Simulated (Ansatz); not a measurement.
# TaSi2 (P6_222) in Ansatz: further runs

The runs below take TaSi2 through projected density of states, with PBEsol+U.

Everything below comes from runs of Ansatz 0.2.0. Logs are shortened: lines on timing, memory, paths and dates and some standing lists are left out, and cuts for length are marked.

## 1. The structure

It takes space group P6_222 (No. 180, hexagonal). The conventional cell has a = 4.780 Å, b = 4.780 Å, c = 6.564 Å, α = 90.00°, β = 90.00°, γ = 120.00°. Ta (site symmetry 222) is surrounded by 10 Si at 2.59 to 2.76 Å. Si (site symmetry 2) has 5 Si at 2.59 to 2.76 Å and 5 Ta at 2.59 to 2.76 Å as nearest neighbours.

## 2. Projected density of states, PBEsol+U

Contents of input.yaml:

```yaml
crystal:
  lattice:
    - [4.78, 0.0, 0.0]
    - [-2.39, 4.1396014301, 0.0]
    - [0.0, 0.0, 6.564]
  atoms:
    - { symbol: Ta, position: [0.0, 0.5, 0.1666666667] }
    - { symbol: Ta, position: [0.5, 0.5, 0.8333333333] }
    - { symbol: Ta, position: [0.5, 0.0, 0.5] }
    - { symbol: Si, position: [0.3333, 0.16665, 0.1666666667] }
    - { symbol: Si, position: [0.16665, 0.83335, 0.8333333333] }
    - { symbol: Si, position: [0.83335, 0.6667, 0.5] }
    - { symbol: Si, position: [0.6667, 0.83335, 0.1666666667] }
    - { symbol: Si, position: [0.83335, 0.16665, 0.8333333333] }
    - { symbol: Si, position: [0.16665, 0.3333, 0.5] }
hamiltonian:
  xc: pbesol
  pseudopotentials: { kind: paw }
  hubbard: { sites: [{ species: Ta, l: d, u_eff: 3.0 }] }
kpoints:
  mp_grid: { grid: [7, 7, 4] }
scf:
  occupations: { method: fermi_dirac, width: 0.05 }
  n_extra_bands: 22
output:
  forces: true
  stress: true
  eigenvalues: true
  dos: { projected: true, de: 0.05, nscf_kmesh: { grid: [11, 11, 6] } }
  write_density: true
  write_potential: true
  elf: true
  volumetric_format: npy
```

Potentials or basis: Ansatz PAW.

The run is started by

```
$ ansatz run input.yaml --threads 4 --pin off --max-ram 11264MiB --backend cpu --events-out ev --progress --plain --runs-dir out
```

The log of the run:

```text
Warning: RAYON_NUM_THREADS=4 ignored (pool sized by the plan → 4); use --threads N
Ta: projections on atomic orbitals take those of the free atom [Kr 4d10 4f14] 5s2 5p6 5d3 6s2, of charge +0.00 (hamiltonian.pseudopotentials.projection_atoms); the dataset's partial waves leave at most 6.0e-5 of an orbital's norm unspanned inside its sphere
Si: projections on atomic orbitals take those of the free atom [Ne] 3s2 3p2, of charge +0.00 (hamiltonian.pseudopotentials.projection_atoms); the dataset's partial waves leave at most 6.1e-8 of an orbital's norm unspanned inside its sphere
scf.n_extra_bands = 22 over 32 filled bands (N_el = 63.0): the run solves 54 bands
Engine: ansatz 0.2.0, aarch64-unknown-linux-gnu
Pseudopotentials: kind: paw
Pseudopotential: Ta, paw, valence charge 13, recommended cutoff 420 eV (normal), Ta.paw.azcp
Pseudopotential: Si, paw, valence charge 4, recommended cutoff 420 eV (normal), Si.paw.azcp
Functional definition: PBEsol
  exchange = pbesol_x
  correlation = pbesol_c
Crystal: 9 atoms, lattice volume = 129.884 Å³
Basis set: ecut = 420 eV, 2523 PW (Γ), exchange–correlation on 64×64×90 points (8 copies of the dense FFT grid, shifted against one another)
Bands: 54, of which v1, the nominal top of the filled ones, is band 32 counted from 1 (31 counted from 0)
Symmetry: 12 space group operations
Space group: P6222 (ITA 180), of the structure as read, at distance tolerance 5.1e-5 Å
k-points: 24 of 196 (time reversal used)
Non-local potential: Ta, projectors of the file, l = 0: 3, l = 1: 2, l = 2: 2, l = 3: 1
Non-local potential: Si, projectors of the file, l = 0: 2, l = 1: 2, l = 2: 2
PAW form: soft (Blöchl's): semilocal exchange-correlation on the pseudo side does not see the compensation charge
PAW frozen core: Ta, regenerated for the run's functional, and the local potential with it (the file was generated under x = pbe(κ = 0.804, μ = 0.2195149727645171), c = pbe(β = 0.06672455060314922))
PAW frozen core: Si, regenerated for the run's functional, and the local potential with it (the file was generated under x = pbe(κ = 0.804, μ = 0.2195149727645171), c = pbe(β = 0.06672455060314922))
PAW one-centre angular grid: Ta, 590 points (default); XC on 64 Gauss nodes
PAW one-centre angular grid: Si, 110 points (default); XC on 64 Gauss nodes
Initial density: superposition of atomic densities (chi_scale 0.1, normalization cell, long waves of neutral atoms under a Hubbard term (reshape's long-wave potential 0.00 eV rms, cloud 2.81 Å wide))
Initial wavefunctions: pseudopotential atomic-orbital guess
Functional: x = pbesol(κ = 0.804, μ = 0.12345679012345678), c = pbesol(β = 0.046)
iter 1 solved again at ethr=2.20e-3 eV; its pass at ethr=3.10e-3 eV (dr2=1.39e0 eV) is discarded
SCF iter   1: F=—  HF=-33142.028396 eV  |F-HF|=—  |Δ(HF+E_count)|=         —  Δρ=3.64e-2  dr2=1.38e0  ethr=2.20e-3  ⟨swp⟩=2.8  Hψ=7327  notcnv=0
preconditioner: auto → Kerker (q_TF=auto, 2.418 Å⁻¹)  [metal: Δε(μ)=0.015 eV  Ē_g=9.617 eV  σ=0.050 eV  W_gap=0.07  n_scr=22 (ndim 8)  ℏωp=20.3 eV  f_vac=0.000  D(μ)=4.21/eV (n_scr^D=22)]
SCF iter   2: F=—  HF=-33142.414892 eV  |F-HF|=—  |Δ(HF+E_count)|=   3.86e-1  Δρ=2.25e-2  dr2=6.79e-1  ethr=2.20e-3  ⟨swp⟩=2.0  Hψ=1687  notcnv=0
SCF iter   3: F=—  HF=-33142.494635 eV  |F-HF|=—  |Δ(HF+E_count)|=   7.97e-2  Δρ=4.47e-3  dr2=3.83e-2  ethr=1.08e-3  ⟨swp⟩=3.1  Hψ=2266  notcnv=0  defer=31
SCF iter   4: F=—  HF=-33142.485189 eV  |F-HF|=—  |Δ(HF+E_count)|=   9.45e-3  Δρ=1.52e-3  dr2=2.88e-3  ethr=6.08e-5  ⟨swp⟩=2.2  Hψ=1744  notcnv=0  defer=70
SCF iter   5: F=—  HF=-33142.485171 eV  |F-HF|=—  |Δ(HF+E_count)|=   1.83e-5  Δρ=3.09e-4  dr2=1.27e-4  ethr=4.57e-6  ⟨swp⟩=3.0  Hψ=1809  notcnv=0  defer=70
SCF iter   6: F=—  HF=-33142.485140 eV  |F-HF|=—  |Δ(HF+E_count)|=   3.05e-5  Δρ=3.27e-5  dr2=1.46e-6  ethr=2.02e-7  ⟨swp⟩=3.0  Hψ=1837  notcnv=0  defer=70
SCF iter   7: F=—  HF=-33142.485137 eV  |F-HF|=—  |Δ(HF+E_count)|=   3.80e-6  Δρ=4.10e-6  dr2=2.30e-8  ethr=1.59e-10  ⟨swp⟩=12.8  Hψ=8975  notcnv=0
SCF iter   8: F=-33142.485137 eV  HF=-33142.485137 eV  |F-HF|=3.27e-10  |Δ(HF+E_count)|=   4.73e-9  Δρ=6.16e-7  dr2=5.63e-10  ethr=3.65e-11  ⟨swp⟩=5.2  Hψ=5534  notcnv=0
SCF 1 converged in 8 iterations: F = -33142.485137 eV  dr2 = 5.63e-10
NSCF: frozen V_eff on 64 k-points
SCF converged after 8 iterations
Free energy (F): -33142.485137 eV
Harris-Foulkes:  -33142.485137 eV  (|F-HF|=3.27e-10)
Internal energy: -33142.454196 eV  (E = F + TS)
E sigma→0 (E₀):  -33142.469667 eV
Entropy (-TS):   -0.030940 eV (-3.438 meV/atom)
Fermi energy:    15.204426 eV
--- Per-component energies (eV) ---
  E_band       = -259.044801
  E_kinetic    = 1362.390013
  E_local      = -2352.852455  (includes V_loc(G=0)·N_el)
  E_nonlocal   = 205.263941
  E_hartree    = 898.017511
  E_xc         = -991.894261
  E_vxc        = -909.250791  (∫ρ·V_xc dr)
  E_hubbard    = 11.073170  (on-site DFT+U / exact-exchange correction)
  E_vhub       = 2.158886  (the Hubbard potential's part of the band-sum identity)
  E_paw        = -27812.231295  (= ΣΔE_a)
  E_vpaw       = -362.790063  (= ΣTr[D̂ρ^β])
  E_aug_tail   = 0.000467  (compensation charges beyond the density's cutoff)
  E_ewald      = -4463.051592
  E_core_change = 0.830303  (= ΣΔE_core)
  E_smearing   = -0.030940  (= −TS)
  E_closure    = 0.000000  (closes the sum)
  Σ components = -33142.485137   (vs F -33142.485137, Δ=0.00e0)
--- Forces (eV/Å), atoms counted from 1 ---
  atom   1  Ta     0.00000000    -0.00000000     0.00000000
  atom   2  Ta     0.00000000     0.00000000    -0.00000000
  atom   3  Ta     0.00000000     0.00000000     0.00000000
  atom   4  Si    -0.67653672    -0.39059866     0.00000000
  atom   5  Si    -0.67653672     0.39059866    -0.00000000
  atom   6  Si     0.00000000     0.78119732     0.00000000
  atom   7  Si     0.67653672     0.39059866    -0.00000000
  atom   8  Si     0.67653672    -0.39059866     0.00000000
  atom   9  Si     0.00000000    -0.78119732    -0.00000000
  max |Σ_I F_I| component: 4.44e-16 eV/Å
--- Stress (GPa, compression-positive) ---
       -1.177357       0.000000       0.000000
       -0.000000      -1.177357       0.000000
        0.000000       0.000000       1.175532
  P = ⅓ Tr σ = -0.3931 GPa (-3.931 kbar)
--- Band table (eV; the first three rows and the last of 24) ---
  k-point 0: bands = ["-52.5695", "-52.5536", "-52.5536", "-19.2899", "-19.2730", "-19.2730", "-19.1728", "-19.1728", "-19.1069", "-19.0939", "-19.0939", "-19.0545", "1.8292", "5.1580", "5.1580", "8.8117", "9.3064", "9.3064", "9.3116", "9.3116", "10.3252", "11.3048", "11.3048", "11.5351", "12.6512", "12.6512", "12.6923", "12.6923", "12.8804", "12.8804", "12.9434", "13.3287", "15.8234", "18.2717", "18.2717", "18.5707", "18.6771", "18.7959", "19.1864", "19.1864", "19.2717", "19.2717", "19.6768", "19.6768", "19.8351", "20.3586", "20.3586", "20.5835", "21.1497", "21.1497", "21.4383", "22.8011", "23.2815", "23.2815"]
  k-point 1: bands = ["-52.5681", "-52.5587", "-52.5499", "-19.3090", "-19.2779", "-19.2211", "-19.2051", "-19.1620", "-19.1231", "-19.0879", "-19.0850", "-19.0596", "2.0782", "3.8834", "6.3788", "8.9385", "9.0127", "9.2298", "9.5630", "9.7814", "10.2866", "10.3718", "10.7898", "10.9344", "12.4973", "12.6828", "12.8097", "12.8885", "13.2036", "13.2653", "13.2941", "14.1363", "16.5844", "17.5409", "18.0129", "18.5158", "18.5576", "18.6740", "18.7005", "19.0106", "19.2283", "19.3820", "19.6093", "19.7659", "20.1360", "20.2194", "20.2868", "20.4242", "20.7040", "21.6445", "22.3085", "22.6223", "22.9605", "23.4467"]
  k-point 2: bands = ["-52.5641", "-52.5641", "-52.5485", "-19.3217", "-19.2459", "-19.2459", "-19.1659", "-19.1659", "-19.1613", "-19.0785", "-19.0730", "-19.0730", "2.7955", "2.7955", "7.1265", "8.7431", "8.8006", "9.4610", "9.4610", "10.1329", "10.1329", "10.1569", "10.1569", "11.0881", "12.5491", "12.5491", "12.7084", "12.8334", "13.1310", "13.1310", "13.4755", "16.3094", "16.3094", "17.9727", "17.9727", "18.2739", "18.3427", "18.4766", "18.4766", "18.9526", "18.9541", "19.2664", "19.5906", "19.5906", "19.7193", "20.1178", "20.1178", "20.5542", "20.5542", "21.7067", "21.7067", "21.8204", "23.5406", "23.5406"]
  k-point 23: bands = ["-52.5636", "-52.5576", "-52.5548", "-19.3267", "-19.2851", "-19.2842", "-19.1732", "-19.1571", "-19.0875", "-19.0823", "-19.0816", "-19.0785", "4.7212", "4.7509", "5.3869", "6.0144", "6.3069", "7.2039", "9.8204", "10.1985", "10.6031", "11.2341", "12.2888", "12.2900", "12.3862", "12.5555", "12.5819", "12.7705", "14.0221", "14.6680", "14.7767", "15.2744", "16.4035", "16.7100", "17.0214", "17.3586", "17.3825", "18.0468", "18.4619", "18.6561", "18.9342", "19.0485", "19.3493", "19.7412", "20.3908", "20.5987", "21.0365", "21.3372", "21.5892", "21.7224", "21.8637", "22.4609", "23.1311", "23.1531"]
Occupation matrices written to <dir>
```

Wall time 20 s (4 threads of Arm Neoverse V1, shared host); peak memory 0.84 GiB.

What came out:

```yaml
Free_energy: -33142.4851 eV
Pressure: -0.4 GPa
Largest_force: 0.781 eV/Å
Band_gap_on_the_k_mesh: none (metal or under the smearing width)
Density_of_states_at_the_Fermi_level: 4.54 states/eV per cell
```

Forces in eV/Å, atoms in the order of the input:
```
Ta   0.000  0.000  0.000
Ta   0.000  0.000  0.000
Ta   0.000  0.000  0.000
Si  -0.677 -0.391  0.000
Si  -0.677  0.391  0.000
Si   0.000  0.781  0.000
Si   0.677  0.391  0.000
Si   0.677 -0.391  0.000
Si   0.000 -0.781  0.000
```

Stress tensor (GPa, compression positive):
```
-1.18  0.00  0.00
 0.00 -1.18  0.00
 0.00  0.00  1.18
```

States per cell in windows of 1 eV (zero at the Fermi level; states under -8 eV left out):
```csv
from (eV),total,Si 3p,Ta 5d,Si 3s,Ta 6s,Ta 5p,Ta 5s
-8.0,2.85,0.83,0.58,1.24,0.14,0.03,0.01
-7.0,1.70,0.76,0.39,0.42,0.10,0.01,0.01
-6.0,3.51,2.06,0.82,0.38,0.17,0.04,0.02
-5.0,3.36,1.78,0.98,0.34,0.17,0.04,0.01
-4.0,4.20,2.05,1.46,0.44,0.12,0.04,0.01
-3.0,9.01,3.95,4.37,0.32,0.08,0.08,0.00
-2.0,4.15,1.52,2.25,0.21,0.02,0.01,0.00
-1.0,2.37,0.62,1.54,0.10,0.01,0.00,0.00
0.0,2.26,0.45,1.52,0.12,0.02,0.00,0.00
1.0,3.60,1.09,1.58,0.54,0.14,0.01,0.01
2.0,6.49,1.75,2.76,0.83,0.45,0.01,0.01
3.0,6.67,1.69,2.78,0.79,0.49,0.01,0.02
4.0,6.10,1.71,2.36,0.76,0.39,0.01,0.01
5.0,5.10,1.79,1.42,0.50,0.35,0.01,0.01
6.0,5.92,2.54,1.20,0.36,0.36,0.00,0.02
7.0,5.60,2.33,0.88,0.25,0.28,0.00,0.02
```

Eigenvalues of the final occupation matrices:
```csv
site,spin,trace,eigenvalues
site 1,1,2.22,0.41 0.43 0.45 0.45 0.49
site 2,1,2.22,0.41 0.43 0.45 0.45 0.49
site 3,1,2.22,0.41 0.43 0.45 0.45 0.49
```

Caveat: the cell's inner coordinates are idealised or old, which leaves forces on the atoms; U without spin polarisation on a metal has little footing; the PAW data sets come from PBE, with cores solved anew for the run's functional, which leaves a small shift of forces and pressure; the U is typed as a test and isn't derived for this compound; the density of states is complete only up to the lowest level of the last band computed. Spin-orbit coupling is left out, which matters for the levels of Ta.

## 3. Projected density of states, PBEsol+U

input.yaml: that of step 2 with these lines changed.

```diff
@@ -18,3 +18,3 @@
   pseudopotentials: { kind: paw }
-  hubbard: { sites: [{ species: Ta, l: d, u_eff: 3.0 }] }
+  hubbard: { sites: [{ species: Ta, l: d, u_eff: 4.0 }] }
 kpoints:
```

Potentials or basis: Ansatz PAW.

The run is started by

```
$ ansatz run input.yaml --threads 4 --pin off --max-ram 11264MiB --backend cpu --events-out ev --progress --plain --runs-dir out
```

Wall time 20 s (4 threads of Arm Neoverse V1, shared host); peak memory 0.84 GiB.

The run converged. Its results:

- Free energy: -33138.7967 eV
- Pressure: -0.1 GPa
- Largest force: 0.795 eV/Å
- Band gap on the k mesh: none (metal or under the smearing width)
- Density of states at the Fermi level: 4.09 states/eV per cell

Forces on the atoms (eV/Å):
```
Ta   0.000  0.000  0.000
Ta   0.000  0.000  0.000
Ta   0.000  0.000  0.000
Si  -0.689 -0.398  0.000
Si  -0.689  0.398  0.000
Si   0.000  0.795  0.000
Si   0.689  0.398  0.000
Si   0.689 -0.398  0.000
Si   0.000 -0.795  0.000
```

Stress tensor (GPa, compression positive):
```
-0.79  0.00  0.00
 0.00 -0.79  0.00
 0.00  0.00  1.39
```

Levels at points of the mesh, in eV from the Fermi level:
| k point | band 28 | band 29 | band 30 | band 31 | band 32 | band 33 | band 34 | band 35 | band 36 | band 37 |
| --- | --- | --- | --- | --- | --- | --- | --- | --- | --- | --- |
| (0.00, 0.00, 0.00) | -2.51 | -2.34 | -2.34 | -2.27 | -1.91 | 0.66 | 3.05 | 3.05 | 3.33 | 3.47 |
| (0.00, 0.00, -0.50) | -2.37 | -2.09 | -2.09 | -1.75 | 1.14 | 1.14 | 2.75 | 2.75 | 3.04 | 3.11 |

States per cell in windows of 0.5 eV (zero at the Fermi level; states under -8 eV left out):
```csv
from (eV),total,Si 3p,Ta 5d,Si 3s,Ta 6s,Ta 5p,Ta 5s
-8.0,1.45,0.42,0.29,0.64,0.07,0.02,0.01
-7.5,1.39,0.41,0.28,0.60,0.06,0.02,0.01
-7.0,0.81,0.29,0.19,0.28,0.04,0.01,0.00
-6.5,0.90,0.47,0.20,0.15,0.06,0.01,0.01
-6.0,1.76,1.04,0.40,0.18,0.10,0.02,0.01
-5.5,1.75,1.02,0.42,0.20,0.07,0.02,0.01
-5.0,1.91,1.06,0.53,0.18,0.09,0.02,0.01
-4.5,1.43,0.71,0.44,0.16,0.08,0.01,0.00
-4.0,1.82,0.89,0.58,0.23,0.06,0.02,0.00
-3.5,2.33,1.14,0.85,0.21,0.06,0.03,0.00
-3.0,3.87,1.79,1.70,0.20,0.05,0.04,0.00
-2.5,5.15,2.17,2.66,0.12,0.03,0.04,0.00
-2.0,2.41,0.98,1.21,0.12,0.01,0.01,0.00
-1.5,1.76,0.55,1.04,0.09,0.01,0.00,0.00
-1.0,1.01,0.27,0.65,0.04,0.00,0.00,0.00
-0.5,1.30,0.34,0.85,0.05,0.01,0.00,0.00
0.0,1.30,0.28,0.88,0.06,0.01,0.00,0.00
0.5,1.00,0.19,0.66,0.07,0.01,0.00,0.00
1.0,1.49,0.42,0.70,0.25,0.03,0.00,0.00
1.5,2.14,0.67,0.90,0.29,0.12,0.00,0.00
2.0,3.18,0.89,1.41,0.39,0.19,0.00,0.01
2.5,3.32,0.85,1.36,0.44,0.26,0.00,0.01
3.0,3.01,0.77,1.21,0.34,0.27,0.00,0.01
3.5,3.66,0.92,1.58,0.44,0.22,0.00,0.01
4.0,3.31,0.85,1.34,0.43,0.21,0.00,0.01
4.5,2.82,0.85,1.03,0.33,0.19,0.00,0.01
5.0,2.66,0.89,0.79,0.27,0.18,0.00,0.01
5.5,2.45,0.90,0.64,0.23,0.17,0.00,0.01
6.0,3.21,1.36,0.70,0.21,0.20,0.00,0.01
6.5,2.72,1.18,0.51,0.15,0.16,0.00,0.01
7.0,2.88,1.21,0.49,0.14,0.13,0.00,0.01
7.5,2.73,1.12,0.40,0.11,0.15,0.00,0.01
```

Eigenvalues of the final occupation matrices:
| site | spin | trace | eigenvalues |
| --- | --- | --- | --- |
| site 1 | 1 | 2.21 | 0.40 0.43 0.44 0.45 0.50 |
| site 2 | 1 | 2.21 | 0.40 0.43 0.44 0.45 0.50 |
| site 3 | 1 | 2.21 | 0.40 0.43 0.44 0.45 0.50 |

Caveat: the cell's inner coordinates are idealised or old, which leaves forces on the atoms; U without spin polarisation on a metal has little footing; the PAW data sets come from PBE, with cores solved anew for the run's functional, which leaves a small shift of forces and pressure; the U is typed as a test and isn't derived for this compound; the density of states is complete only up to the lowest level of the last band computed.

## 4. Projected density of states, PBEsol+U

input.yaml: that of step 3 with these lines changed.

```diff
@@ -18,3 +18,3 @@
   pseudopotentials: { kind: paw }
-  hubbard: { sites: [{ species: Ta, l: d, u_eff: 4.0 }] }
+  hubbard: { sites: [{ species: Ta, l: d, u_eff: 5.0 }] }
 kpoints:
```

The run is started by

```
$ ansatz run input.yaml --threads 4 --pin off --max-ram 11264MiB --backend cpu --events-out ev --progress --plain --runs-dir out
```

Wall time 20 s (4 threads of Arm Neoverse V1, shared host); peak memory 0.84 GiB.

It converged, with:

| Property | Result |
| --- | --- |
| Free energy | -33135.1144 eV |
| Pressure | 0.3 GPa |
| Largest force | 0.811 eV/Å |
| Band gap on the k mesh | none (metal or under the smearing width) |
| Density of states at the Fermi level | 3.98 states/eV per cell |

Forces on the atoms (eV/Å):
```
Ta   0.000  0.000  0.000
Ta   0.000  0.000  0.000
Ta   0.000  0.000  0.000
Si  -0.702 -0.405  0.000
Si  -0.702  0.405  0.000
Si   0.000  0.811  0.000
Si   0.702  0.405  0.000
Si   0.702 -0.405  0.000
Si   0.000 -0.811  0.000
```

Stress tensor (GPa, compression positive):
```
-0.38  0.00  0.00
 0.00 -0.38  0.00
 0.00  0.00  1.60
```

Levels at points of the mesh, in eV from the Fermi level:
```tsv
k point	band 28	band 29	band 30	band 31	band 32	band 33	band 34	band 35	band 36	band 37
(0.00, 0.00, 0.00)	-2.50	-2.36	-2.36	-2.28	-1.95	0.70	3.04	3.04	3.30	3.48
(0.00, 0.00, -0.50)	-2.37	-2.12	-2.12	-1.77	1.18	1.18	2.73	2.73	3.01	3.08
```

States per cell in windows of 1 eV (zero at the Fermi level; states under -8 eV left out):
```
from (eV)  total  Ta 5d  Si 3p  Si 3s  Ta 6s  Ta 5p  Ta 5s
     -8.0   2.82   0.56   0.82   1.23   0.14   0.03   0.01
     -7.0   1.72   0.39   0.71   0.48   0.10   0.01   0.01
     -6.0   3.56   0.83   2.09   0.38   0.18   0.04   0.02
     -5.0   3.26   0.94   1.74   0.33   0.17   0.04   0.01
     -4.0   3.89   1.31   1.92   0.43   0.12   0.04   0.01
     -3.0   8.94   4.24   3.98   0.35   0.08   0.08   0.00
     -2.0   4.47   2.40   1.68   0.21   0.02   0.02   0.00
     -1.0   2.24   1.45   0.60   0.09   0.01   0.00   0.00
      0.0   2.41   1.60   0.52   0.12   0.02   0.00   0.00
      1.0   3.48   1.56   1.02   0.52   0.14   0.01   0.00
      2.0   6.49   2.80   1.74   0.83   0.44   0.01   0.01
      3.0   6.59   2.75   1.67   0.76   0.48   0.01   0.02
      4.0   6.25   2.47   1.70   0.77   0.40   0.01   0.01
      5.0   5.12   1.46   1.77   0.52   0.35   0.01   0.01
      6.0   5.92   1.22   2.51   0.37   0.36   0.00   0.02
      7.0   5.65   0.91   2.35   0.25   0.28   0.00   0.02
```

Eigenvalues of the final occupation matrices:
```csv
site,spin,trace,eigenvalues
site 1,1,2.21,0.39 0.42 0.44 0.44 0.51
site 2,1,2.21,0.39 0.42 0.44 0.44 0.51
site 3,1,2.21,0.39 0.42 0.44 0.44 0.51
```

Caveat: the cell's inner coordinates are idealised or old, which leaves forces on the atoms; U without spin polarisation on a metal has little footing; the PAW data sets come from PBE, with cores solved anew for the run's functional, which leaves a small shift of forces and pressure; the U is typed as a test and isn't derived for this compound; the density of states is complete only up to the lowest level of the last band computed. The run has no spin-orbit coupling, so splittings on Ta are missing.

[end of part 1 of 2]
